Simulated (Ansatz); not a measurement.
Runs of Ansatz 0.2.0 on Ge. It takes space group Fd-3m (No. 227, cubic). Conventional cell: a = 5.658 Å, b = 5.658 Å, c = 5.658 Å, α = 90.00°, β = 90.00°, γ = 90.00°. Ge (site symmetry -43m) is surrounded by 4 Ge at 2.45 Å. 

```tsv
task	level	potentials or basis	spin	fixed moment (μB)	cell	k mesh	cutoff (eV)	smearing	basis error allowed	mesh quality	gap on the mesh (eV)	pressure (GPa)
single point	r2SCANh	all-electron PAW datasets made for the crystal	off	-	as given	4 × 4 × 4	300	gaussian 0.025 eV	-	coarse	(a)	0.2
density of states	PBE exchange only	all-electron PAW datasets made for the crystal	off	-	as given	8 × 8 × 8	140	cold 0.01 eV	-	not flagged	none	13.5
elastic constants	LDA	all-electron LAPW, scalar-relativistic	collinear, antiferromagnetic start	-	as given	6 × 6 × 6	342	fermi-dirac 0.05 eV	0.001 eV/atom	coarse	none	-1.1
density of states	LDA	all-electron LAPW, scalar-relativistic	off	-	atoms moved at random, drawn with an rms of 0.05 Å	8 × 8 × 8	324	fermi-dirac 0.1 eV	0.001 eV/atom	not flagged	none	-1.2
```

Fill in the values left out.

(a) 0.93.

Caveats: some runs use coarse meshes; this crystal is a semiconductor, whose small gap the functional closes, so the metal is an error of the method (some runs); the program warned that the printed levels may be off, so bands, gaps and densities of states are rough (some runs); a metal's response needs a denser mesh (some runs); the program listed the state as in doubt (some runs); the k mesh is thin for a metal, which can move the energy by tens of meV per atom (some runs); elastic constants of metals need much finer meshes, so these are rough (some runs).

A k mesh can miss the band edges, and the runs leave out spin-orbit coupling on Ge.

A gap of «none» marks a metal or a gap under the smearing width.

The runs don't all hold the same shells in valence.

Runs at the PBE level aren't shown here.
